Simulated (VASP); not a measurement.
# BN in VASP: how settings move the r2SCAN single point, part 2 of 2

VASP 6.6.1, plane waves, PAW; reference level r2SCAN. The steps go on from the part before.

### 5 Variant 3

The input, INCAR:

```
ENCUT = 520.000000
SIGMA = 0.010000
EDIFF = 1.00e-07
ALGO = Normal
METAGGA = R2SCAN
PREC = Accurate
IBRION = -1
ISIF = 2
ISMEAR = 0
NBANDS = 11
NSW = 0
LASPH = .TRUE.
LCHARG = .FALSE.
LWAVE = .FALSE.
LREAL = .FALSE.
ISYM = 0
NELM = 95
```

The input, KPOINTS:

```
KPOINTS created by Atomic Simulation Environment
0
Gamma
4 4 4
0 0 0
```

The input, POSCAR:

```
B  N
 1.0000000000000000
     0.0000000000000000    1.8589702132000001    1.8589702132000001
     1.8589702132000001    0.0000000000000000    1.8589702132000001
     1.8589702132000001    1.8589702132000001    0.0000000000000000
 B   N
   1   1
Cartesian
  0.0000000000000000  0.0000000000000000  0.0000000000000000
  0.9294851066000001  0.9294851066000001  0.9294851066000001
```

Launch:

```sh
mpirun -np 1 vasp_std
```

Printed to the terminal (iteration lines stand in OSZICAR):

```text
POSCAR found type information on POSCAR B N
 POSCAR found :  2 types and       2 ions
 -----------------------------------------------------------------------------
|                                                                             |
|                                                                             |
|     You enforced a specific xc type in the INCAR file but a different       |
|     I HOPE YOU KNOW WHAT YOU ARE DOING!                                     |
|                                                                             |
 -----------------------------------------------------------------------------

 LDA part: xc-table for (None), standard interpolation
 POSCAR, INCAR and KPOINTS ok, starting setup
 FFT: planning ... GRIDC
 FFT: planning ... GRID_SOFT
 FFT: planning ... GRID
 WAVECAR not read
 entering main loop
```

OSZICAR:

```text
N       E                     dE             d eps       ncg     rms          rms(c)
DAV:   1     0.741835280084E+01    0.74184E+01   -0.52029E+03   816   0.746E+02
DAV:   2    -0.215966908699E+02   -0.29015E+02   -0.27577E+02   954   0.166E+02
DAV:   3    -0.222000996810E+02   -0.60341E+00   -0.60187E+00   942   0.202E+01
DAV:   4    -0.222010617354E+02   -0.96205E-03   -0.96204E-03   834   0.873E-01
DAV:   5    -0.222010627741E+02   -0.10387E-05   -0.10387E-05   927   0.289E-02    0.623E+00
DAV:   6    -0.189889978908E+02    0.32121E+01   -0.20451E+00   792   0.792E+00    0.327E+00
DAV:   7    -0.189999295483E+02   -0.10932E-01   -0.20714E-01   816   0.342E+00    0.178E+00
DAV:   8    -0.190023776254E+02   -0.24481E-02   -0.40461E-02   852   0.131E+00    0.160E-01
DAV:   9    -0.190020057318E+02    0.37189E-03   -0.62359E-03   828   0.511E-01    0.977E-02
DAV:  10    -0.190019817630E+02    0.23969E-04   -0.53704E-04   867   0.168E-01    0.317E-02
DAV:  11    -0.190019851833E+02   -0.34203E-05   -0.52481E-05   822   0.570E-02    0.755E-03
DAV:  12    -0.190019858781E+02   -0.69480E-06   -0.90991E-07   912   0.987E-03    0.163E-03
DAV:  13    -0.190019858441E+02    0.34023E-07   -0.25732E-07   810   0.324E-03
   1 F= -.19001986E+02 E0= -.19001986E+02  d E =-.194506E-99
```

From OUTCAR:

```text
k-points           NKPTS =     36   k-points in BZ     NKDIM =     36   number of bands    NBANDS=     11

   NELECT =       8.0000    total number of electrons

   dimension x,y,z NGX =    20 NGY =   20 NGZ =   20
   dimension x,y,z NGXF=    40 NGYF=   40 NGZF=   40

  energy-cutoff  :      520.00
  volume of cell :       12.85
      direct lattice vectors                 reciprocal lattice vectors
     0.000000000  1.858970213  1.858970213    -0.268966117  0.268966117  0.268966117
     1.858970213  0.000000000  1.858970213     0.268966117 -0.268966117  0.268966117
     1.858970213  1.858970213  0.000000000     0.268966117  0.268966117 -0.268966117

 k-points in reciprocal lattice and weights: KPOINTS created by Atomic Simulation Env
   0.00000000  0.00000000  0.00000000       0.016
   0.25000000  0.00000000  0.00000000       0.031
   0.00000000  0.25000000  0.00000000       0.031
   0.00000000  0.00000000  0.25000000       0.031
   0.25000000  0.25000000  0.25000000       0.031
   0.50000000  0.00000000  0.00000000       0.016
   0.00000000  0.50000000  0.00000000       0.016
   0.00000000  0.00000000  0.50000000       0.016
[... 28 more k-points ...]

 E-fermi :   6.4232

 k-point     1 :       0.0000    0.0000    0.0000
  band No.  band energies     occupation
      1     -14.0813      2.00000
      2       6.2744      2.00000
      3       6.2744      2.00000
      4       6.2744      2.00000
      5      15.3643      0.00000
      6      15.3643      0.00000
      7      15.3643      0.00000
      8      15.9173      0.00000
      9      30.7473      0.00000
     10      33.9712      0.00000
     11      33.9712      0.00000

 k-point     2 :       0.2500    0.0000    0.0000
  band No.  band energies     occupation
      1     -12.6640      2.00000
      2       0.8743      2.00000
      3       5.1992      2.00000
      4       5.1992      2.00000
      5      15.6688      0.00000
      6      16.8425      0.00000
      7      16.8425      0.00000
      8      19.6732      0.00000
      9      29.9168      0.00000
     10      30.0703      0.00000
     11      30.0703      0.00000

 k-point     3 :       0.0000    0.2500    0.0000
  band No.  band energies     occupation
      1     -12.6640      2.00000
      2       0.8743      2.00000
      3       5.1992      2.00000
      4       5.1992      2.00000
      5      15.6688      0.00000
      6      16.8425      0.00000
      7      16.8425      0.00000
      8      19.6732      0.00000
      9      29.9168      0.00000
     10      30.0703      0.00000
     11      30.0703      0.00000

 k-point     4 :       0.0000    0.0000    0.2500
  band No.  band energies     occupation
      1     -12.6640      2.00000
      2       0.8743      2.00000
      3       5.1992      2.00000
      4       5.1992      2.00000
      5      15.6688      0.00000
      6      16.8425      0.00000
      7      16.8425      0.00000
      8      19.6732      0.00000
      9      29.9168      0.00000
     10      30.0703      0.00000
     11      30.0703      0.00000

[... the tables of k-points 5 to 36 left out ...]

  Total       -2.2600002     -2.2600001     -2.2600003      0.0000017      0.0000018      0.0000018
  in kB     -281.8199719   -281.8199649   -281.8199830      0.0002118      0.0002234      0.0002202
  external PRESSURE =    -281.8199733 kB  Pullay stress =       0.0000000 kB

 POSITION                                       TOTAL-FORCE (eV/Angst)
 -----------------------------------------------------------------------------------
      0.00000      0.00000      0.00000         0.000001     -0.000001      0.000000
      0.92949      0.92949      0.92949        -0.000001      0.000001     -0.000000
 -----------------------------------------------------------------------------------
    total drift:                               -0.000001      0.000002      0.000000

  FREE ENERGIE OF THE ION-ELECTRON SYSTEM (eV)
  ---------------------------------------------------
  free  energy   TOTEN  =       -19.0019858441 eV

  energy  without entropy=      -19.0019858441  energy(sigma->0) =      -19.00198584
```

Wall time 20 s (1 MPI rank of Intel Xeon Platinum 8488C, shared host); peak memory 0.12 GiB.

Changed: ISYM = 0, NELM = 95, mesh 4×4×4. VASP runs to the end. Against the reference the energy moves by +35.6 meV/atom; the pressure goes from -28.7 to -28.2 GPa, the gap on the mesh goes from 4.87 to 4.84 eV. These settings are too coarse to quote the result as the crystal's.

### 6 All runs together

This closing draws on all 2 parts.

| run | changed | ending | energy change (meV/atom) | pressure (GPa) | gap on the mesh (eV; negative: overlap) | electronic steps | time | usable |
| --- | --- | --- | --- | --- | --- | --- | --- | --- |
| ref. | – | converged | 0 | -28.7 | 4.87 | 13 | 38 s | yes |
| 1 | ENCUT = 350, NELECT = 7 | converged | – | -169.9 | – | 13 | 15 s | no |
| 2 | ISMEAR = 1, SIGMA = 0.05, NELM = 69 | converged | 0.0 | -28.7 | 4.87 | 13 | 41 s | yes |
| 3 | ISYM = 0, NELM = 95, mesh 4×4×4 | converged | 35.6 | -28.2 | 4.84 | 13 | 20 s | no |

What this shows: Of 3 altered inputs, 2 ended normally on a faulty or unsound input, 1 gave usable results.
